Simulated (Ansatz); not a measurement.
Set up this calculation in Ansatz 0.2.0, as the native input.

* Task: optical spectrum
* Functional: B3LYP
* Potentials or basis: Ansatz PAW
* Cutoff: 420 eV (not typed: the program's choice for these potentials)
* k mesh: 4 × 4 × 4
* Occupations: gaussian, width 0.05 eV
* Spin: no spin polarisation
* Broadening: 0.05 eV

KI:

```
CELL_PARAMETERS angstrom
0.00000 3.53277 3.53277
3.53277 0.00000 3.53277
3.53277 3.53277 0.00000
ATOMIC_POSITIONS crystal
I 0.50000 0.50000 0.50000
K 0.00000 0.00000 0.00000
```

The input as run:

input.yaml

```yaml
crystal:
  lattice:
    - [0.0, 3.532775, 3.532775]
    - [3.532775, 0.0, 3.532775]
    - [3.532775, 3.532775, 0.0]
  atoms:
    - { symbol: I, position: [0.5, 0.5, 0.5] }
    - { symbol: K, position: [0.0, 0.0, 0.0] }
hamiltonian:
  xc: b3lyp
  pseudopotentials: { kind: paw }
kpoints:
  mp_grid: { grid: [4, 4, 4] }
scf:
  occupations: { method: gaussian, width: 0.05 }
  n_extra_bands: 12
output:
  eigenvalues: true
  optics: { e_range: [0, 14], sigma: 0.05 }
```

Potentials or basis: Ansatz PAW.

Command:

```console
$ ansatz run input.yaml --threads 2 --pin off --max-ram 5632MiB --backend cpu --events-out ev --progress --plain --runs-dir out
```

Results of the run:

```yaml
Band_gap_on_the_k_mesh: 5.32 eV, direct
```

Caveat: this version of the program is known to err on some quantities of such runs, which are left out of the summary and shouldn't be taken from the log; spin-orbit coupling is left out, which moves the levels of the heavy elements.

Wall time 18 s on 2 threads of Arm Neoverse V2, with other jobs on the host, peak memory 1.1 GiB.
